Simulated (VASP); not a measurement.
## Al2O3 (Corundum): how cutoff and mesh change the relaxed cell

Aim: test the relaxed volume of Al2O3 (Corundum) against cutoff and mesh. The starting structure is a measured crystal structure from the Crystallography Open Database.

Calculated with VASP 6.6.1; Kohn-Sham DFT with plane waves and PAW; PBEsol.

## Step 1: The structure

Symmetry: R-3c, No. 167, trigonal system. The conventional cell has a = 4.759 Å, b = 4.759 Å, c = 12.996 Å, α = 90.00°, β = 90.00°, γ = 120.00°. Nearest to Al lie 6 O at 1.88 to 1.93 Å. O has 4 Al at 1.88 to 1.93 Å nearest. Farther neighbours and most contacts between anions are not listed.

## Step 2: Reference relaxation

INCAR reads:

```
SYSTEM = Al2O3
PREC = Accurate
ENCUT = 520
EDIFF = 1E-06
NELM = 100
ISMEAR = 0
SIGMA = 0.03
LREAL = .FALSE.
ALGO = Normal
GGA = PS
NBANDS = 34
LORBIT = 11
LWAVE = .FALSE.
LCHARG = .FALSE.
KPAR = 16
IBRION = 2
NSW = 50
ISIF = 3
EDIFFG = -0.006
```

POSCAR reads:

```
Al2O3
1.0
    2.3874690106      1.3784058760      4.3378936963
   -2.3874690106      1.3784058760      4.3378936963
    0.0000000000     -2.7568117519      4.3378936963
Al O
4 6
Direct
    0.1479092224      0.1479092224      0.1479092224
    0.3520907776      0.3520907776      0.3520907776
    0.8520907776      0.8520907776      0.8520907776
    0.6479092224      0.6479092224      0.6479092224
    0.9442101018      0.2500000000      0.5557898982
    0.5557898982      0.9442101018      0.2500000000
    0.2500000000      0.5557898982      0.9442101018
    0.0557898982      0.7500000000      0.4442101018
    0.4442101018      0.0557898982      0.7500000000
    0.7500000000      0.4442101018      0.0557898982
```

KPOINTS reads:

```
Automatic mesh
0
Gamma
6 6 6
0 0 0
```

Potentials, in the order of the species: Al and O (PBE family, release 64).

On the command line:

```console
$ mpirun -np 16 vasp_std
```

Output:

```text
[banner, memory and clock lines left out]
running   16 mpi-ranks, on    1 nodes
 distrk:  each k-point on    1 cores,   16 groups
 distr:  one band on    1 cores,    1 groups

 POSCAR found type information on POSCAR AlO
 POSCAR found :  2 types and      10 ions
|                                                                             |
|           W    W    AA    RRRRR   N    N  II  N    N   GGGG   !!!           |
|           W    W   A  A   R    R  NN   N  II  NN   N  G    G  !!!           |
|           W    W  A    A  R    R  N N  N  II  N N  N  G       !!!           |
|           W WW W  AAAAAA  RRRRR   N  N N  II  N  N N  G  GGG   !            |
|           WW  WW  A    A  R   R   N   NN  II  N   NN  G    G                |
|           W    W  A    A  R    R  N    N  II  N    N   GGGG   !!!           |
|                                                                             |
|     For optimal performance we recommend to set                             |
|       NCORE = 2 up to number-of-cores-per-socket                            |
|     NCORE specifies how many cores store one orbital (NPAR=cpu/NCORE).      |
|     This setting can greatly improve the performance of VASP for DFT.       |
|     The default, NCORE=1 might be grossly inefficient on modern             |
|     multi-core architectures or massively parallel machines. Do your        |
|     Unfortunately you need to use the default for GW and RPA                |
|     calculations (for HF NCORE is supported but not extensively tested      |
|     yet).                                                                   |
|                                                                             |

|                                                                             |
|               ----> ADVICE to this user running VASP <----                  |
|                                                                             |
|     You enforced a specific xc type in the INCAR file but a different       |
|     [... a line on the potential file left out ...]
|     I HOPE YOU KNOW WHAT YOU ARE DOING!                                     |
|                                                                             |

 LDA part: xc-table for (Slater+PW92), standard interpolation
 POSCAR, INCAR and KPOINTS ok, starting setup
 FFT: planning ... GRIDC
 FFT: planning ... GRID_SOFT
 FFT: planning ... GRID
 WAVECAR not read
 entering main loop
       N       E                     dE             d eps       ncg     rms          rms(c)
DAV:   1     0.225298195916E+03    0.22530E+03   -0.25522E+04  2184   0.135E+03
DAV:   2    -0.730659386178E+02   -0.29836E+03   -0.28673E+03  2826   0.290E+02
DAV:   3    -0.858051602735E+02   -0.12739E+02   -0.12693E+02  2790   0.615E+01
DAV:   4    -0.859050819220E+02   -0.99922E-01   -0.99862E-01  2688   0.629E+00
DAV:   5    -0.859062743561E+02   -0.11924E-02   -0.11922E-02  2756   0.685E-01    0.165E+01
DAV:   6    -0.787301730717E+02    0.71761E+01   -0.25945E+01  2650   0.270E+01    0.599E+00
DAV:   7    -0.786937731934E+02    0.36400E-01   -0.76311E-01  2616   0.430E+00    0.322E+00
DAV:   8    -0.786643055451E+02    0.29468E-01   -0.76137E-02  2650   0.216E+00    0.625E-01
DAV:   9    -0.786634231138E+02    0.88243E-03   -0.17365E-02  2776   0.688E-01    0.321E-01
DAV:  10    -0.786636986925E+02   -0.27558E-03   -0.49221E-04  2516   0.136E-01    0.680E-02
DAV:  11    -0.786636674117E+02    0.31281E-04   -0.25658E-04  2686   0.903E-02    0.250E-02
DAV:  12    -0.786636687280E+02   -0.13163E-05   -0.11882E-05  2638   0.213E-02    0.616E-03
DAV:  13    -0.786636679325E+02    0.79552E-06   -0.34727E-06  2428   0.103E-02
   1 F= -.78663668E+02 E0= -.78663668E+02  d E =-.786637E+02
 curvature:   0.00 expect dE= 0.000E+00 dE for cont linesearch  0.000E+00
 trial: gam= 0.00000 g(F)=  0.352E-06 g(S)=  0.409E-05 ort = 0.000E+00 (trialstep = 0.100E+01)
 search vector abs. value=  0.445E-05
 reached required accuracy - stopping structural energy minimisation
```

Run time: 10 s. Hardware: 16 MPI ranks of Intel Xeon 6975P-C (Granite Rapids), shared host; peak memory 4.5 GiB.

The logs omit lines about the potential files and the build; timing stands in the text.

From OUTCAR (step 2):

```text
ion  position               nearest neighbor table
   1  0.148  0.148  0.148-  10 1.86   9 1.86   8 1.86   6 1.97   5 1.97   7 1.97   2 2.66   3 2.80
                             3 2.80   3 2.80   2 3.23   2 3.23   2 3.23
   2  0.352  0.352  0.352-   8 1.86   9 1.86  10 1.86   6 1.97   7 1.97   5 1.97   1 2.66   4 2.80
                             4 2.80   4 2.80   1 3.23   1 3.23   1 3.23
   3  0.852  0.852  0.852-   7 1.86   6 1.86   5 1.86   9 1.97   8 1.97  10 1.97   4 2.66   1 2.80
                             1 2.80   1 2.80   4 3.23   4 3.23   4 3.23
   4  0.648  0.648  0.648-   5 1.86   6 1.86   7 1.86   9 1.97  10 1.97   8 1.97   3 2.66   2 2.80
                             2 2.80   2 2.80   3 3.23   3 3.23   3 3.23
   5  0.944  0.250  0.556-   4 1.86   3 1.86   1 1.97   2 1.97
   6  0.556  0.944  0.250-   3 1.86   4 1.86   1 1.97   2 1.97
   7  0.250  0.556  0.944-   3 1.86   4 1.86   2 1.97   1 1.97
   8  0.056  0.750  0.444-   2 1.86   1 1.86   3 1.97   4 1.97
   9  0.444  0.056  0.750-   1 1.86   2 1.86   3 1.97   4 1.97
  10  0.750  0.444  0.056-   1 1.86   2 1.86   4 1.97   3 1.97

  LATTYP: Found a trigonal (rhomboedric) cell.
 ALAT       =     5.1397794462
 COS(alpha) =     0.5684645131

 Subroutine GETGRP returns: Found 12 space group operations
 (whereof  6 operations were pure point group operations)

The static configuration has the point symmetry S_6 .
 The point group associated with its full space group is D_3d.

 Found     32 irreducible k-points:

   k-points           NKPTS =     32   k-points in BZ     NKDIM =     32   number of bands    NBANDS=     34

   dimension x,y,z NGX =    40 NGY =   40 NGZ =   40
   dimension x,y,z NGXF=    80 NGYF=   80 NGZF=   80

   ENCUT  =  520.0 eV  38.22 Ry    6.18 a.u.   9.56  9.56  9.56*2*pi/ulx,y,z

   NELECT =      48.0000    total number of electrons

 k-points in reciprocal lattice and weights: Automatic mesh
   0.00000000  0.00000000  0.00000000       0.005
   0.16666667  0.00000000 -0.00000000       0.028
   0.33333333 -0.00000000 -0.00000000       0.028
   0.50000000  0.00000000  0.00000000       0.014
   0.16666667  0.16666667 -0.00000000       0.028
   0.33333333  0.16666667 -0.00000000       0.056
   0.50000000  0.16666667 -0.00000000       0.056
  -0.33333333  0.16666667  0.00000000       0.056
  -0.16666667  0.16666667  0.00000000       0.028
[...]
-0.33333333  0.50000000  0.33333333       0.028
   0.50000000  0.50000000  0.50000000       0.005

 average (electrostatic) potential at core
       1 -71.2255       2 -71.2255       3 -71.2255       4 -71.2255       5 -67.1011
       6 -67.1011       7 -67.1011       8 -67.1011       9 -67.1011      10 -67.1011

 E-fermi :   6.1011

 k-point     1 :       0.0000    0.0000    0.0000
  band No.  band energies     occupation
    ...
     20       5.4512      2.00000
     21       5.4512      2.00000
     22       5.9074      2.00000
     23       5.9074      2.00000
     24       5.9476      2.00000
     25      11.9801      0.00000
     26      14.8474      0.00000
     27      16.5345      0.00000
     28      17.2882      0.00000
     29      17.2882      0.00000
    ...

 k-point     2 :       0.1667    0.0000   -0.0000
  band No.  band energies     occupation
    ...
     20       5.0694      2.00000
     21       5.2588      2.00000
     22       5.6021      2.00000
     23       5.8686      2.00000
     24       5.8992      2.00000
     25      12.6152      0.00000
     26      15.3576      0.00000
     27      16.0964      0.00000
     28      16.9120      0.00000
     29      17.0130      0.00000
    ...

 k-point     3 :       0.3333   -0.0000   -0.0000
  band No.  band energies     occupation
    ...
     20       4.5957      2.00000
     21       5.0976      2.00000
     22       5.4028      2.00000
     23       5.7219      2.00000
     24       5.7656      2.00000
     25      13.9276      0.00000
     26      15.5719      0.00000
     27      15.8802      0.00000
     28      16.2764      0.00000
     29      16.6318      0.00000
    ...

  Total       -0.0191097     -0.0191097     -0.0108796      0.0000000     -0.0000000      0.0000000
  in kB       -0.3574529     -0.3574529     -0.2035060      0.0000000     -0.0000000      0.0000000
  external PRESSURE =      -0.3061373 kB  Pullay stress =       0.0000000 kB

  energy-cutoff  :      520.00
  volume of cell :       85.65
      direct lattice vectors                 reciprocal lattice vectors
     2.387469011  1.378405876  4.337893696     0.209426802  0.120912621  0.076842209
    -2.387469011  1.378405876  4.337893696    -0.209426802  0.120912621  0.076842209
     0.000000000 -2.756811752  4.337893696     0.000000000 -0.241825241  0.076842209

 POSITION                                       TOTAL-FORCE (eV/Angst)
 -----------------------------------------------------------------------------------
      0.00000      0.00000      1.92484        -0.000000     -0.000000     -0.000308
      0.00000      0.00000      4.58200        -0.000000      0.000000      0.000308
      0.00000      0.00000     11.08884        -0.000000      0.000000      0.000308
      0.00000      0.00000      8.43168        -0.000000     -0.000000     -0.000308
      1.65741      0.11390      7.59131        -0.000537     -0.000929     -0.000000
     -0.92734      1.37841      7.59131         0.001073      0.000000     -0.000000
     -0.73006     -1.49230      7.59131        -0.000537      0.000929     -0.000000
     -1.65741     -0.11390      5.42237         0.000537      0.000929     -0.000000
      0.92734     -1.37841      5.42237        -0.001073      0.000000     -0.000000
      0.73006      1.49230      5.42237         0.000537     -0.000929     -0.000000
 -----------------------------------------------------------------------------------
    total drift:                                0.000000     -0.000000      0.000000

  FREE ENERGIE OF THE ION-ELECTRON SYSTEM (eV)
  ---------------------------------------------------
  free  energy   TOTEN  =       -78.6636679325 eV

  energy  without entropy=      -78.6636679325  energy(sigma->0) =      -78.66366793

 reached required accuracy - stopping structural energy minimisation

 total charge
# of ion       s       p       d       tot
------------------------------------------
    1        0.312   0.402   0.000   0.714
    2        0.312   0.402   0.000   0.714
    3        0.312   0.402   0.000   0.714
    4        0.312   0.402   0.000   0.714
    5        1.542   3.621   0.000   5.164
    6        1.542   3.621   0.000   5.164
    7        1.542   3.621   0.000   5.164
    8        1.542   3.621   0.000   5.164
    9        1.542   3.621   0.000   5.164
   10        1.542   3.621   0.000   5.164
--------------------------------------------------
tot         10.503  23.334   0.000  33.837

[... 3 further parts left out ...]
```

CONTCAR:

```
Al2O3
   1.00000000000000
     2.3874690105999998    1.3784058760000000    4.3378936963000001
    -2.3874690105999998    1.3784058760000000    4.3378936963000001
     0.0000000000000000   -2.7568117518999999    4.3378936963000001
  Al              O
     4     6
Direct
     0.1479092224000027    0.1479092224000027    0.1479092224000027
     0.3520907775999973    0.3520907775999973    0.3520907775999973
     0.8520907775999973    0.8520907775999973    0.8520907775999973
     0.6479092224000027    0.6479092224000027    0.6479092224000027
     0.9442101018000031    0.2500000000000000    0.5557898981999969
     0.5557898981999969    0.9442101018000031    0.2500000000000000
     0.2500000000000000    0.5557898981999969    0.9442101018000031
     0.0557898981999969    0.7500000000000000    0.4442101018000031
     0.4442101018000031    0.0557898981999969    0.7500000000000000
     0.7500000000000000    0.4442101018000031    0.0557898981999969
```

The PAW data sets were made with PBE, which is usual practice but a small mismatch for other functionals. The run keeps the 12 symmetry operations of its start, so it cannot find a distortion of lower symmetry.

The reference relaxation ends at 8.565 Å³ an atom. Pressures at 0.985 and 1.015 times this volume, from two more relaxations that aren't shown, give a bulk modulus of 243.6 GPa.

## Step 3: Relaxation with a cutoff of 400 eV

Against step 2 the input has ENCUT = 400. This run starts from the cell of an earlier relaxation, which isn't shown; the restart sets up the plane waves anew.

INCAR: that of step 2 with these lines changed.

```diff
@@ -2,3 +2,3 @@
 PREC = Accurate
-ENCUT = 520
+ENCUT = 400
 EDIFF = 1E-06
```

POSCAR reads:

```
Al2O3
1.0
    2.3715256011      1.3692009442      4.3089282870
   -2.3715256011      1.3692009442      4.3089282870
    0.0000000000     -2.7384018884      4.3089282870
Al O
4 6
Direct
    0.1479995381      0.1479995381      0.1479995381
    0.3520004619      0.3520004619      0.3520004619
    0.8520004619      0.8520004619      0.8520004619
    0.6479995381      0.6479995381      0.6479995381
    0.9438293569      0.2500000000      0.5561706431
    0.5561706431      0.9438293569      0.2500000000
    0.2500000000      0.5561706431      0.9438293569
    0.0561706431      0.7500000000      0.4438293569
    0.4438293569      0.0561706431      0.7500000000
    0.7500000000      0.4438293569      0.0561706431
```

KPOINTS is that of step 2.

On the command line:

```console
$ mpirun -np 16 vasp_std
```

Output:

```text
[banner, memory and clock lines left out]
running   16 mpi-ranks, on    1 nodes
[...]
[... a notice as in an earlier step ...]

 [... a notice as in an earlier step ...]

 LDA part: xc-table for (Slater+PW92), standard interpolation
 POSCAR, INCAR and KPOINTS ok, starting setup
[...]
entering main loop
       N       E                     dE             d eps       ncg     rms          rms(c)
DAV:   1     0.187280985066E+03    0.18728E+03   -0.21844E+04  2176   0.109E+03
DAV:   2    -0.756507367582E+02   -0.26293E+03   -0.25525E+03  2760   0.264E+02
DAV:   3    -0.858314898753E+02   -0.10181E+02   -0.10151E+02  2800   0.546E+01
DAV:   4    -0.859027949402E+02   -0.71305E-01   -0.71272E-01  2704   0.523E+00
[...]
DAV:  11    -0.787628136160E+02    0.24476E-04   -0.22930E-04  2686   0.841E-02    0.231E-02
DAV:  12    -0.787628144781E+02   -0.86208E-06   -0.10755E-05  2694   0.197E-02    0.546E-03
DAV:  13    -0.787628138330E+02    0.64507E-06   -0.26533E-06  2044   0.892E-03
[...]
DAV:   6    -0.787608250910E+02   -0.21810E-05   -0.11934E-06  1630   0.665E-03    0.466E-04
DAV:   7    -0.787608250630E+02    0.27958E-07   -0.87322E-08  1284   0.186E-03
   2 F= -.78760825E+02 E0= -.78760825E+02  d E =0.198877E-02
 trial-energy change:    0.001989  1 .order    0.002031   -0.011790    0.015852
 step:   0.4288(harm=  0.4265)  dis= 0.00014  next Energy=   -78.765345 (dE=-0.253E-02)
[...]
N       E                     dE             d eps       ncg     rms          rms(c)
DAV:   1    -0.787794063248E+02   -0.18581E-01   -0.28800E-01  2564   0.351E+00    0.885E-01
DAV:   2    -0.787656249809E+02    0.13781E-01   -0.51371E-02  2536   0.126E+00    0.137E-01
DAV:   3    -0.787654507256E+02    0.17426E-03   -0.13223E-03  2558   0.200E-01    0.524E-02
DAV:   4    -0.787653634626E+02    0.87263E-04   -0.10035E-04  2630   0.632E-02    0.182E-02
DAV:   5    -0.787653576031E+02    0.58596E-05   -0.16565E-05  2742   0.221E-02    0.351E-03
DAV:   6    -0.787653563871E+02    0.12159E-05   -0.36730E-07  1342   0.371E-03    0.294E-04
DAV:   7    -0.787653564122E+02   -0.25095E-07   -0.26436E-08  1224   0.103E-03
   3 F= -.78765356E+02 E0= -.78765356E+02  d E =-.254258E-02
[...]
reached required accuracy - stopping structural energy minimisation
```

Run time: 11 s. Hardware: 16 MPI ranks; peak memory 4.2 GiB.

Parts of OUTCAR (step 3):

```text
  Total        0.0315412      0.0315412     -0.0585834      0.0000000     -0.0000000      0.0000000
  in kB        0.6053494      0.6053494     -1.1243522      0.0000000     -0.0000000      0.0000000
  external PRESSURE =       0.0287822 kB  Pullay stress =       0.0000000 kB

 POSITION                                       TOTAL-FORCE (eV/Angst)
 -----------------------------------------------------------------------------------
      0.00000      0.00000      1.90931        -0.000000      0.000000     -0.002661
      0.00000      0.00000      4.54154        -0.000000      0.000000      0.002661
      0.00000      0.00000     10.99240        -0.000000      0.000000      0.002661
      0.00000      0.00000      8.36016        -0.000000      0.000000     -0.002661
      1.64244      0.11139      7.52600        -0.002213     -0.003833      0.000000
     -0.91769      1.36670      7.52600         0.004426      0.000000     -0.000000
     -0.72475     -1.47809      7.52600        -0.002213      0.003833      0.000000
     -1.64244     -0.11139      5.37571         0.002213      0.003833      0.000000
      0.91769     -1.36670      5.37571        -0.004426      0.000000     -0.000000
      0.72475      1.47809      5.37571         0.002213     -0.003833      0.000000
 -----------------------------------------------------------------------------------
    total drift:                                0.000000     -0.000000     -0.000000

  FREE ENERGIE OF THE ION-ELECTRON SYSTEM (eV)
  ---------------------------------------------------
  free  energy   TOTEN  =       -78.7653564122 eV

  energy  without entropy=      -78.7653564122  energy(sigma->0) =      -78.76535641

[... 2 parts as in an earlier step ...]

[... 2 further parts left out ...]
[key lines of the parts left out:]
E-fermi :   6.4053
```

With a cutoff of 400 eV the cell ends at 8.348 Å³ an atom, -2.54 % from the reference; the bulk modulus is 262.0 GPa against 243.6 GPa.

(Part 1 of 2 ends here.)

[Lines on the potential files, build, host, timing and source positions are cut from VASP's logs without a mark.]

[Logs are printed without paths, hosts, clocks, repeated set-up lines and the standing remarks that a program may print on its own settings, such as how far it seeks lower states.]

[Hosts, paths, dates, database ids (printed as entryN), source tags and the programs' standing remarks are cut or masked in the printed files.]
